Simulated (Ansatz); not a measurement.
**MoS2 sheet: levels of theory**

The task, for MoS2 sheet: compare levels of theory; the runs are relaxing the atoms and single point.

Computed with Ansatz 0.2.0 (DFT LDA, scalar-relativistic, plane waves, PAW, and further levels as typed in the inputs, unless a step's input says otherwise).

## (1) The starting structure

It takes space group P-6m2 (No. 187, hexagonal). Conventional cell: a = 3.160 Å, b = 3.160 Å, c = 19.130 Å, α = 90.00°, β = 90.00°, γ = 120.00°. Around S (site symmetry 3m) lie 3 Mo at 2.40 Å. Around Mo (site symmetry -6m2) lie 6 S at 2.40 Å.

Coordinates:

```xyz
3
Lattice="3.1600 0.0000 0.0000 -1.5800 2.7366 0.0000 0.0000 0.0000 19.1300" Properties=species:S:1:pos:R:3 pbc="T T T"
S     1.5800    0.9122    8.0000
Mo    0.0000    0.0000    9.5650
S     1.5800    0.9122   11.1300
```

## (2) Relaxing the atoms: MoS2 sheet, no spin

The input, input.yaml:

```yaml
crystal:
  lattice:
    - [3.16, 0.0, 0.0]
    - [-1.58, 2.736640276, 0.0]
    - [0.0, 0.0, 19.13]
  atoms:
    - { symbol: S, position: [0.6666666667, 0.3333333333, 0.4181913225] }
    - { symbol: Mo, position: [0.0, 0.0, 0.5] }
    - { symbol: S, position: [0.6666666667, 0.3333333333, 0.5818086775] }
scf:
  occupations: { method: fixed }
  n_extra_bands: 4
output:
  forces: true
  stress: false
  write_density: true
  write_potential: true
  elf: true
  volumetric_format: npy
kpoints:
  mp_grid: { grid: [12, 12, 1] }
efield:
  axis: 3
  dipole_correction: true
hamiltonian:
  xc: lda
relax:
  f_tol: 0.005
  max_steps: 120
```

On the command line:

```console
$ ansatz run input.yaml --threads 4 --pin off --max-ram 11776MiB --backend cpu --events-out ev --progress --plain --runs-dir out
```

Log:

```text
Warning: RAYON_NUM_THREADS=4 ignored (pool sized by the plan → 4); use --threads N
scf.n_extra_bands = 4 over 13 filled bands (N_el = 26.0): the run solves 17 bands
Engine: ansatz 0.2.0, x86_64-unknown-linux-gnu
Pseudopotentials: kind: paw
Pseudopotential: S, paw, valence charge 6, recommended cutoff 420 eV (normal), S.paw.azcp
Pseudopotential: Mo, paw, valence charge 14, recommended cutoff 420 eV (normal), Mo.paw.azcp
Functional definition: SPW92
  exchange = slater_x
  correlation = pw_c
Crystal: 3 atoms, lattice volume = 165.432 Å³
Basis set: ecut = 420 eV, 3195 PW (Γ)
Bands: 17, of which v1, the nominal top of the filled ones, is band 13 counted from 1 (12 counted from 0)
Symmetry: 6 space group operations
k-points: 19 of 144 (time reversal used)
Non-local potential: S, projectors of the file, l = 0: 2, l = 1: 2, l = 2: 2
Non-local potential: Mo, projectors of the file, l = 0: 3, l = 1: 2, l = 2: 2, l = 3: 1
PAW form: soft (Blöchl's): semilocal exchange-correlation on the pseudo side does not see the compensation charge
PAW frozen core: S, regenerated for the run's functional, and the local potential with it (the file was generated under x = pbe(κ = 0.804, μ = 0.2195149727645171), c = pbe(β = 0.06672455060314922))
PAW frozen core: Mo, regenerated for the run's functional, and the local potential with it (the file was generated under x = pbe(κ = 0.804, μ = 0.2195149727645171), c = pbe(β = 0.06672455060314922))
PAW one-centre angular grid: S, 110 points (default); XC on 64 Gauss nodes
PAW one-centre angular grid: Mo, 590 points (default); XC on 64 Gauss nodes
Initial density: superposition of atomic densities (neutral atoms: chi_scale 0, normalization atom), corrected by the library's trained network
Initial wavefunctions: pseudopotential atomic-orbital guess
Functional: x = slater, c = lda
SCF iter   1: F=—  HF=-6584.749621 eV  |F-HF|=—  |Δ(HF+E_count)|=         —  Δρ=4.65e-3  dr2=3.65e-2  ethr=1.77e-3  p=0.000 e·Å  D=6.15e-14 V/Å  ΔV_dip=-0.00 eV  dr2_dipole=4.80e-9  V_vac-E_F(+/−)=6.39/6.39 eV  ⟨swp⟩=6.4  Hψ=1761  notcnv=0  defer=34
efield: sawtooth ramp at fractional position 0.9500 (placed from the atoms, in the widest stretch of the axis that holds none; the zero of the levels goes with the place), width 0.1000; the density the first Hamiltonian is built on has a dipole p = 0.000 e·Å; the dipole correction subtracts the counter field D = 6.15e-14 V/Å, which shifts the + side's vacuum level by -0.00 eV against the − side's; the planar-averaged density in the ramp window peaks in size at 5.5e-5 e/Å³
preconditioner: auto → none  [insulator: Δε(μ)=1.749 eV  Ē_g=8.036 eV  n_scr=12 (ndim 8)  ℏωp=12.2 eV  f_vac=0.649  ε∞_Penn≈3.3]
SCF iter   2: F=—  HF=-6584.769829 eV  |F-HF|=—  |Δ(HF+E_count)|=   2.02e-2  Δρ=5.68e-3  dr2=1.59e-1  ethr=1.40e-4  p=0.000 e·Å  D=5.13e-5 V/Å  ΔV_dip=-0.00 eV  dr2_dipole=2.54e-7  V_vac-E_F(+/−)=5.92/5.92 eV  ⟨swp⟩=3.9  Hψ=868  notcnv=0  defer=38  κ⁻¹=1.0e0(r=1)
density mixer auto → broyden: gapped, with few screened modes (density of states about μ 0.10 of a free-electron gas's, 12 screened modes)
SCF iter   3: F=—  HF=-6584.748189 eV  |F-HF|=—  |Δ(HF+E_count)|=   2.16e-2  Δρ=1.76e-3  dr2=1.90e-3  ethr=1.40e-4  p=-0.000 e·Å  D=-6.37e-5 V/Å  ΔV_dip=0.00 eV  dr2_dipole=1.65e-7  V_vac-E_F(+/−)=6.22/6.22 eV  ⟨swp⟩=2.9  Hψ=522  notcnv=0  defer=38  κ⁻¹=2.6e-3(r=2)
SCF iter   4: F=—  HF=-6584.749005 eV  |F-HF|=—  |Δ(HF+E_count)|=   8.16e-4  Δρ=1.63e-4  dr2=5.41e-5  ethr=7.31e-6  p=0.000 e·Å  D=4.32e-4 V/Å  ΔV_dip=-0.01 eV  dr2_dipole=1.06e-5  V_vac-E_F(+/−)=6.18/6.19 eV  ⟨swp⟩=2.5  Hψ=530  notcnv=0  defer=38  κ⁻¹=1.9e-4(r=3)
SCF iter   5: F=—  HF=-6584.749052 eV  |F-HF|=—  |Δ(HF+E_count)|=   4.71e-5  Δρ=1.79e-4  dr2=4.66e-4  ethr=2.08e-7  p=-0.001 e·Å  D=-1.49e-3 V/Å  ΔV_dip=0.03 eV  dr2_dipole=1.30e-4  V_vac-E_F(+/−)=6.19/6.16 eV  ⟨swp⟩=3.4  Hψ=655  notcnv=0  defer=38  κ⁻¹=1.2e-4(r=4)
SCF iter   6: F=—  HF=-6584.749003 eV  |F-HF|=—  |Δ(HF+E_count)|=   4.85e-5  Δρ=3.59e-5  dr2=8.69e-7  ethr=2.08e-7  p=0.000 e·Å  D=2.55e-5 V/Å  ΔV_dip=-0.00 eV  dr2_dipole=3.80e-8  V_vac-E_F(+/−)=6.18/6.18 eV  ⟨swp⟩=2.0  Hψ=429  notcnv=0  defer=38  κ⁻¹=4.0e-6(r=5)
SCF iter   7: F=-6584.749004 eV  HF=-6584.749004 eV  |F-HF|=3.47e-8  |Δ(HF+E_count)|=   9.52e-7  Δρ=7.53e-6  dr2=7.61e-8  ethr=2.40e-9  p=-0.000 e·Å  D=-2.97e-6 V/Å  ΔV_dip=0.00 eV  dr2_dipole=9.32e-10  V_vac-E_F(+/−)=6.18/6.18 eV  ⟨swp⟩=12.0  Hψ=2728  notcnv=0
SCF 1 converged in 7 iterations: F = -6584.749004 eV  dr2 = 7.61e-8
relax step   1: F+E_penalty+E_count = -6584.74900439 eV  Δ(F+E_penalty+E_count) = +0.000e0 eV  max|allowed force component| = 4.998e-1 eV/Å  Δτ_max = 0.0000 Å  (7 SCF iters, dr2 threshold 6.25e-7 eV, accepted)
Initial density: handed on by an earlier stage of this run
Initial wavefunctions: those handed on with the density
iter 1 solved again at ethr=2.60e-5 eV; its pass at ethr=3.10e-3 eV (dr2=6.76e-3 eV) is discarded
SCF iter   1: F=—  HF=-6584.761172 eV  |F-HF|=—  |Δ(HF+E_count)|=         —  Δρ=1.79e-3  dr2=7.41e-3  ethr=2.60e-5  p=-0.000 e·Å  D=-2.97e-6 V/Å  ΔV_dip=0.00 eV  dr2_dipole=9.16e-10  V_vac-E_F(+/−)=6.13/6.13 eV  ⟨swp⟩=2.9  Hψ=1608  notcnv=0  defer=38
efield: sawtooth ramp at fractional position 0.9500 (handed on by an earlier solve), width 0.1000; the density the first Hamiltonian is built on has a dipole p = -0.000 e·Å; the dipole correction subtracts the counter field D = -2.97e-6 V/Å, which shifts the + side's vacuum level by +0.00 eV against the − side's; the planar-averaged density in the ramp window peaks in size at 2.1e-6 e/Å³
preconditioner: auto → none  [insulator: Δε(μ)=1.540 eV  Ē_g=8.203 eV  n_scr=12 (ndim 8)  ℏωp=12.2 eV  f_vac=0.652  ε∞_Penn≈3.2]
SCF iter   2: F=—  HF=-6584.763124 eV  |F-HF|=—  |Δ(HF+E_count)|=   1.95e-3  Δρ=2.17e-3  dr2=2.41e-2  ethr=2.60e-5  p=-0.000 e·Å  D=-2.53e-5 V/Å  ΔV_dip=0.00 eV  dr2_dipole=4.24e-8  V_vac-E_F(+/−)=6.03/6.02 eV  ⟨swp⟩=4.0  Hψ=768  notcnv=0  defer=38  κ⁻¹=1.0e0(r=1)
density mixer auto → broyden: gapped, with few screened modes (density of states about μ 0.09 of a free-electron gas's, 12 screened modes)
SCF iter   3: F=—  HF=-6584.759647 eV  |F-HF|=—  |Δ(HF+E_count)|=   3.48e-3  Δρ=5.38e-4  dr2=5.08e-4  ethr=2.60e-5  p=0.000 e·Å  D=2.62e-5 V/Å  ΔV_dip=-0.00 eV  dr2_dipole=2.88e-8  V_vac-E_F(+/−)=6.12/6.12 eV  ⟨swp⟩=3.2  Hψ=548  notcnv=0  defer=38  κ⁻¹=7.0e-3(r=2)
SCF iter   4: F=—  HF=-6584.759561 eV  |F-HF|=—  |Δ(HF+E_count)|=   8.62e-5  Δρ=1.36e-4  dr2=1.45e-5  ethr=6.01e-8  p=-0.000 e·Å  D=-1.16e-4 V/Å  ΔV_dip=0.00 eV  dr2_dipole=7.27e-7  V_vac-E_F(+/−)=6.12/6.12 eV  ⟨swp⟩=12.3  Hψ=3245  notcnv=0  κ⁻¹=5.7e-4(r=3)
SCF iter   5: F=—  HF=-6584.759566 eV  |F-HF|=—  |Δ(HF+E_count)|=   5.66e-6  Δρ=7.62e-5  dr2=6.13e-5  ethr=5.57e-8  p=0.001 e·Å  D=5.54e-4 V/Å  ΔV_dip=-0.01 eV  dr2_dipole=1.66e-5  V_vac-E_F(+/−)=6.12/6.13 eV  ⟨swp⟩=13.2  Hψ=2893  notcnv=0  κ⁻¹=5.0e-4(r=4)
SCF iter   6: F=-6584.759556 eV  HF=-6584.759560 eV  |F-HF|=3.40e-6  |Δ(HF+E_count)|=   6.60e-6  Δρ=3.66e-5  dr2=3.38e-6  ethr=5.57e-8  p=-0.000 e·Å  D=-1.15e-4 V/Å  ΔV_dip=0.00 eV  dr2_dipole=7.22e-7  V_vac-E_F(+/−)=6.12/6.12 eV  ⟨swp⟩=11.1  Hψ=2942  notcnv=0
SCF 2 converged in 6 iterations: F = -6584.759556 eV  dr2 = 3.38e-6
relax step   2: F+E_penalty+E_count = -6584.75955633 eV  Δ(F+E_penalty+E_count) = -1.055e-2 eV  max|allowed force component| = 2.318e-1 eV/Å  Δτ_max = 0.0376 Å  (6 SCF iters, dr2 threshold 1.56e-5 eV, accepted)
SCF iter   1: F=—  HF=-6584.762361 eV  |F-HF|=—  |Δ(HF+E_count)|=         —  Δρ=5.35e-4  dr2=6.85e-4  ethr=2.64e-5  p=-0.000 e·Å  D=-1.15e-4 V/Å  ΔV_dip=0.00 eV  dr2_dipole=7.63e-7  V_vac-E_F(+/−)=6.15/6.15 eV  ⟨swp⟩=4.8  Hψ=1046  notcnv=0  defer=38
efield: sawtooth ramp at fractional position 0.9500 (handed on by an earlier solve), width 0.1000; the density the first Hamiltonian is built on has a dipole p = -0.000 e·Å; the dipole correction subtracts the counter field D = -1.15e-4 V/Å, which shifts the + side's vacuum level by +0.00 eV against the − side's; the planar-averaged density in the ramp window peaks in size at 2.1e-6 e/Å³
preconditioner: auto → none  [insulator: Δε(μ)=1.636 eV  Ē_g=8.176 eV  n_scr=12 (ndim 8)  ℏωp=12.2 eV  f_vac=0.650  ε∞_Penn≈3.2]
SCF iter   2: F=—  HF=-6584.762549 eV  |F-HF|=—  |Δ(HF+E_count)|=   1.88e-4  Δρ=6.75e-4  dr2=2.39e-3  ethr=2.64e-6  p=0.000 e·Å  D=5.30e-4 V/Å  ΔV_dip=-0.01 eV  dr2_dipole=1.55e-5  V_vac-E_F(+/−)=6.18/6.19 eV  ⟨swp⟩=2.7  Hψ=807  notcnv=0  defer=38  κ⁻¹=1.0e0(r=1)
density mixer auto → broyden: gapped, with few screened modes (density of states about μ 0.10 of a free-electron gas's, 12 screened modes)
SCF iter   3: F=—  HF=-6584.762217 eV  |F-HF|=—  |Δ(HF+E_count)|=   3.32e-4  Δρ=1.61e-4  dr2=7.83e-5  ethr=2.64e-6  p=-0.000 e·Å  D=-4.28e-4 V/Å  ΔV_dip=0.01 eV  dr2_dipole=1.00e-5  V_vac-E_F(+/−)=6.16/6.15 eV  ⟨swp⟩=2.1  Hψ=490  notcnv=0  defer=38  κ⁻¹=1.1e-2(r=2)
SCF iter   4: F=—  HF=-6584.762246 eV  |F-HF|=—  |Δ(HF+E_count)|=   2.96e-5  Δρ=1.64e-4  dr2=3.57e-4  ethr=3.01e-7  p=0.001 e·Å  D=1.31e-3 V/Å  ΔV_dip=-0.03 eV  dr2_dipole=9.48e-5  V_vac-E_F(+/−)=6.14/6.17 eV  ⟨swp⟩=2.3  Hψ=494  notcnv=0  defer=38  κ⁻¹=7.2e-3(r=3)
SCF iter   5: F=-6584.762204 eV  HF=-6584.762205 eV  |F-HF|=5.88e-7  |Δ(HF+E_count)|=   4.12e-5  Δρ=3.59e-5  dr2=1.16e-6  ethr=1.29e-8  p=-0.000 e·Å  D=-3.47e-5 V/Å  ΔV_dip=0.00 eV  dr2_dipole=7.54e-8  V_vac-E_F(+/−)=6.16/6.16 eV  ⟨swp⟩=11.8  Hψ=3079  notcnv=0
SCF 3 converged in 5 iterations: F = -6584.762204 eV  dr2 = 1.16e-6
relax step   3: F+E_penalty+E_count = -6584.76220450 eV  Δ(F+E_penalty+E_count) = -2.648e-3 eV  max|allowed force component| = 1.400e-3 eV/Å  Δτ_max = 0.0114 Å  (5 SCF iters, dr2 threshold 3.36e-6 eV, accepted)
iter 1 solved again at ethr=4.46e-9 eV; its pass at ethr=3.10e-3 eV (dr2=1.16e-6 eV) is discarded
SCF iter   1: F=—  HF=-6584.762205 eV  |F-HF|=—  |Δ(HF+E_count)|=         —  Δρ=3.59e-5  dr2=1.16e-6  ethr=4.46e-9  p=-0.000 e·Å  D=-3.47e-5 V/Å  ΔV_dip=0.00 eV  dr2_dipole=7.54e-8  V_vac-E_F(+/−)=6.16/6.16 eV  ⟨swp⟩=1.0  Hψ=1108  notcnv=0  defer=36
efield: sawtooth ramp at fractional position 0.9500 (handed on by an earlier solve), width 0.1000; the density the first Hamiltonian is built on has a dipole p = -0.000 e·Å; the dipole correction subtracts the counter field D = -3.47e-5 V/Å, which shifts the + side's vacuum level by +0.00 eV against the − side's; the planar-averaged density in the ramp window peaks in size at 2.1e-6 e/Å³
preconditioner: auto → none  [insulator: Δε(μ)=1.632 eV  Ē_g=8.172 eV  n_scr=12 (ndim 8)  ℏωp=12.2 eV  f_vac=0.650  ε∞_Penn≈3.2]
SCF iter   2: F=—  HF=-6584.762206 eV  |F-HF|=—  |Δ(HF+E_count)|=   5.72e-7  Δρ=2.58e-5  dr2=6.15e-6  ethr=4.46e-9  p=0.000 e·Å  D=1.68e-4 V/Å  ΔV_dip=-0.00 eV  dr2_dipole=1.56e-6  V_vac-E_F(+/−)=6.15/6.16 eV  ⟨swp⟩=2.2  Hψ=489  notcnv=0  defer=36  κ⁻¹=1.0e0(r=1)
density mixer auto → broyden: gapped, with few screened modes (density of states about μ 0.10 of a free-electron gas's, 12 screened modes)
SCF iter   3: F=—  HF=-6584.762205 eV  |F-HF|=—  |Δ(HF+E_count)|=   6.53e-7  Δρ=1.55e-5  dr2=5.25e-7  ethr=4.46e-9  p=-0.000 e·Å  D=-4.36e-5 V/Å  ΔV_dip=0.00 eV  dr2_dipole=1.08e-7  V_vac-E_F(+/−)=6.16/6.16 eV  ⟨swp⟩=2.1  Hψ=435  notcnv=0  defer=36  κ⁻¹=1.3e-2(r=2)
SCF iter   4: F=—  HF=-6584.762205 eV  |F-HF|=—  |Δ(HF+E_count)|=   4.55e-9  Δρ=1.17e-5  dr2=4.58e-7  ethr=2.02e-9  p=0.000 e·Å  D=1.24e-5 V/Å  ΔV_dip=-0.00 eV  dr2_dipole=7.63e-9  V_vac-E_F(+/−)=6.16/6.16 eV  ⟨swp⟩=2.5  Hψ=439  notcnv=0  defer=36  κ⁻¹=7.5e-3(r=3)
SCF iter   5: F=-6584.762205 eV  HF=-6584.762205 eV  |F-HF|=6.18e-9  |Δ(HF+E_count)|=   5.86e-8  Δρ=2.48e-6  dr2=9.39e-9  ethr=9.62e-11  p=-0.000 e·Å  D=-1.12e-7 V/Å  ΔV_dip=0.00 eV  dr2_dipole=4.44e-11  V_vac-E_F(+/−)=6.16/6.16 eV  ⟨swp⟩=9.6  Hψ=2548  notcnv=0
SCF 4 converged in 5 iterations: F = -6584.762205 eV  dr2 = 9.39e-9
relax step   4: F+E_penalty+E_count = -6584.76220494 eV  Δ(F+E_penalty+E_count) = -4.466e-7 eV  max|allowed force component| = 1.320e-3 eV/Å  Δτ_max = 0.0000 Å  (5 SCF iters, accepted)
NSCF: frozen V_eff on 19 k-points
the band table was solved once a step of the walk had ended and its energy, with any forces and stress, was formed, with the checks that follow a solve (2430 applications of the Hamiltonian). They found nothing against the state; the energy, forces and stress were not computed again (output.eigenvalues in the input reference)
WARN: The output density's exchange-correlation potential varies sharply where the density is thin. Do not read a vacuum level from v_tot or v_xc, or from such a field of the output density. On a cell that repeats whose density bears no net charge and no dipole along the vacuum's axis use v_es (v_loc + v_h of the components); under efield.dipole_correction with no amplitude use v_es + v_field, which holds any external_charges[].barrier, or the levels of the report's work_function block, which leave it out; under a non-zero efield.amplitude the vacuum is tilted and has no level; on a cell that repeats and bears such a dipole with no correction it is tilted too, and efield.dipole_correction with no amplitude gives each side of its ramp a level where efield: is served; in a cell that repeats whose density bears a net charge (total_charge, or a fill off its count) it is curved and has none; of a slab under crystal.periodic whose density bears no net charge use v_es, which has a level on each side, short of where the two are joined; of another it falls or rises all the way out and has none; of a slab beside external_charges read slab_vacuum_level instead, which it has where they leave it neutral. The grid or the basis barely resolves most such structure, and the values can differ between equally converged runs; as a rule a tighter scf.convergence.dr2_threshold does not remove it. Where the density itself ripples (under the LDA too) a higher basis.ecutwfc lessens it. The files hold the spikes' plane waves up to the density's cutoff. Files: v_tot_of_output_density and the like, and their columns of v_z.tsv (output.write_potential); v_xc_of_output_density and the like, and their columns of v_comp_z.tsv (output.write_potential_components). Measured: with its Gaussian average of σ = 0.25 Å subtracted twice, the exchange-correlation potential is over 0.1 eV at 50 of the grid points where the equally averaged density (valence and model cores) is under 1e-3 e/Å³, and 0.205 eV at the most among them, at an averaged density of 3.0e-5 e/Å³. The input density's (outcome.potential() and, of a run that writes arrays, v_tot and v_xc) is over 0.1 eV, so measured, at 50 points of its own thin density, 0.205 eV at the most. See output.write_potential in the manual, Limitations
SCF converged after 5 iterations
Stability not checked: this state was not tested for a lower state beside it, because the mixer in use, unlike msr1, does not test its closes by its own steps (another_mixer; see scf.mixing.algorithm and scf.lower_state_search)
Free energy (F): -6584.762205 eV
Harris-Foulkes:  -6584.762205 eV  (|F-HF|=6.18e-9)
Internal energy: -6584.762205 eV  (E = F + TS)
E sigma→0 (E₀):  -6584.762205 eV
Fermi energy:    -0.917982 eV
Dipole field:    D = 0.000010 V/Å  (p = 0.000009 e·Å, saw-weighted, corrected)
Work function:   Φ+ = 6.1556 eV   Φ− = 6.1558 eV
Levels:          The Fermi level and band energies are counted from a zero that moves with the ramp; work functions are not
--- Per-component energies (eV) ---
  E_band       = -446.086377
  E_kinetic    = 658.136192
  E_local      = -15308.542361  (includes V_loc(G=0)·N_el)
  E_nonlocal   = 206.262882
  E_hartree    = 7280.840335
  E_xc         = -376.011065
  E_vxc        = -405.523764  (∫ρ·V_xc dr)
  E_paw        = -4226.803064  (= ΣΔE_a)
  E_vpaw       = -158.091441  (= ΣTr[D̂ρ^β])
  E_aug_tail   = 0.000022  (compensation charges beyond the density's cutoff)
  E_efield     = 0.000000  (sawtooth field / dipole correction)
  E_vefield    = 0.000000  (∫n·V_field dr)
  E_ewald      = 5180.575643
  E_core_change = 0.779211  (= ΣΔE_core)
  E_smearing   = -0.000000  (= −TS)
  E_closure    = 0.000000  (closes the sum)
  Σ components = -6584.762205   (vs F -6584.762205, Δ=0.00e0)
--- Forces (eV/Å), atoms counted from 1 ---
  atom   1  S     -0.00000000     0.00000000    -0.00131955
  atom   2  Mo     0.00000000     0.00000000     0.00038459
  atom   3  S      0.00000000     0.00000000     0.00093589
  max |Σ_I F_I| component: 9.34e-7 eV/Å
--- Band table (eV; the first three rows and the last of 19) ---
  k-point 0: bands = ["-61.6230", "-35.8532", "-35.6118", "-35.6118", "-15.1283", "-13.7048", "-6.6900", "-3.6859", "-3.6859", "-2.7032", "-2.5194", "-2.5194", "-0.9180", "1.8887", "1.8887", "2.2136", "2.2136"]
  k-point 1: bands = ["-61.6201", "-35.8476", "-35.6402", "-35.6182", "-15.0208", "-13.6636", "-6.5709", "-3.9144", "-3.5726", "-3.2638", "-2.6873", "-2.1081", "-0.9691", "1.7435", "1.9107", "2.0795", "2.0885"]
  k-point 2: bands = ["-61.6124", "-35.8323", "-35.7172", "-35.6357", "-14.7153", "-13.5466", "-6.2763", "-4.4274", "-3.9390", "-3.2557", "-3.0824", "-1.9749", "-1.2106", "1.4371", "1.6765", "1.7974", "2.5182"]
  k-point 18: bands = ["-61.5754", "-35.9232", "-35.8733", "-35.7584", "-12.8831", "-12.8098", "-6.5284", "-5.6385", "-5.1245", "-4.5054", "-3.8390", "-3.0316", "-0.9926", "0.7143", "2.1685", "2.7408", "4.0943"]
--- Relaxed structure (4 steps of the walk, 4 accepted, 0 SCFs on fresh bases) ---
  F+E_penalty+E_count = -6584.76220494 eV   max|allowed force component| = 1.320e-3 eV/Å
  atoms:
    - { symbol: S, position: [0.6666666666666665, 0.3333333333333333, 0.41955904260307236] }
    - { symbol: Mo, position: [-2.8783559898885975e-17, -1.172928451291104e-35, 0.49999957121931254] }
    - { symbol: S, position: [0.6666666666666665, 0.3333333333333333, 0.5804413861776149] }
```

Run time: 8.2 s. Hardware: 4 threads of Intel Xeon Platinum 8259CL at 2.50GHz (Skylake/Cascade Lake), shared host; peak memory 0.47 GiB.

Step by step:

```csv
step,E - E(step 1) (eV/cell),largest force component (eV/Å)
1,0.0000,0.4998
2,-0.0106,0.2318
3,-0.0132,0.0014
4,-0.0132,0.0013
```

Step 1 is the start.

Density in a lattice plane of the grid's cell (edges 3.16 and 19.13 Å, at 0.333 of the third edge), which holds S.

Values in e/Å³, 12 rows by 6 columns:
```
0.00 0.00 0.00 0.00 0.00 0.00
0.00 0.00 0.00 0.00 0.00 0.00
0.00 0.00 0.00 0.00 0.00 0.00
0.01 0.01 0.01 0.03 0.05 0.03
0.42 0.16 0.44 1.09 0.18 1.05
0.55 1.01 0.52 0.27 0.25 0.28
0.42 0.16 0.44 1.09 0.18 1.05
0.01 0.01 0.01 0.03 0.05 0.03
0.00 0.00 0.00 0.00 0.00 0.00
0.00 0.00 0.00 0.00 0.00 0.00
0.00 0.00 0.00 0.00 0.00 0.00
0.00 0.00 0.00 0.00 0.00 0.00
```
Columns run along the first of these edges and rows up along the second, over one cell in 6 and 12 even steps from the bottom left corner. Atoms in the plane (fractional): S at (0.67, 0.42), S at (0.67, 0.58).

ELF in the same plane.

Ten even steps from ' ' (0.00) to '@' (0.89):
```
            
            
            
            
            
      ..--..
--  --@@@@@@
##..##@@**@@
++..++%%**%%
::==::......
++..++%%**%%
##..##@@**@@
--  --@@@@@@
      ..--..
            
            
            
            
            
            
```
Columns run along the first of these edges and rows up along the second, over one cell in 6 and 20 even steps from the bottom left corner. Atoms in the plane (fractional): S at (0.67, 0.42), S at (0.67, 0.58).

Both are smooth fields of the valence electrons: close to the nuclei they are not physical.

Maxima of ELF outside the ion cores: 0.95 beside S, off the lines to its neighbours, 0.9 Å from S.

## (3) Single point

It takes the final geometry of step 2.

The input, input.yaml:

```yaml
crystal:
  lattice:
    - [3.16, 0.0, 0.0]
    - [-1.58, 2.736640276, 0.0]
    - [0.0, 0.0, 19.13]
  atoms:
    - { symbol: S, position: [0.6666666667, 0.3333333333, 0.4195590426] }
    - { symbol: Mo, position: [0.0, 0.0, 0.4999995712] }
    - { symbol: S, position: [0.6666666667, 0.3333333333, 0.5804413862] }
scf:
  occupations: { method: fixed }
  n_extra_bands: 4
output:
  eigenvalues: true
kpoints:
  mp_grid: { grid: [12, 12, 1] }
efield:
  axis: 3
  dipole_correction: true
hamiltonian:
  xc: lda
```

On the command line:

```console
$ ansatz run input.yaml --threads 4 --pin off --max-ram 11776MiB --backend cpu --events-out ev --progress --plain --runs-dir out
```

Log, cut to the lines that bear on the results:

```text
Warning: RAYON_NUM_THREADS=4 ignored (pool sized by the plan → 4); use --threads N
scf.n_extra_bands = 4 over 13 filled bands (N_el = 26.0): the run solves 17 bands
[...]
[... 4 set-up lines as earlier in the session ...]
[...]
Crystal: 3 atoms, lattice volume = 165.432 Å³
[...]
Fermi energy:    -0.917992 eV
Dipole field:    D = 0.000038 V/Å  (p = 0.000035 e·Å, saw-weighted, corrected)
Work function:   Φ+ = 6.1556 eV   Φ− = 6.1563 eV
Levels:          The Fermi level and band energies are counted from a zero that moves with the ramp; work functions are not
[...]
--- Band table (eV; the first three rows and the last of 19) ---
  k-point 0: bands = ["-61.6229", "-35.8532", "-35.6117", "-35.6117", "-15.1283", "-13.7048", "-6.6899", "-3.6858", "-3.6858", "-2.7032", "-2.5193", "-2.5193", "-0.9180", "1.8887", "1.8887", "2.2136", "2.2136"]
[...]
```

It took 2.7 s on 4 threads of Intel Xeon Platinum 8259CL at 2.50GHz (Skylake/Cascade Lake), shared host; peak memory 0.42 GiB.

(Part 1 of 2 ends here.)
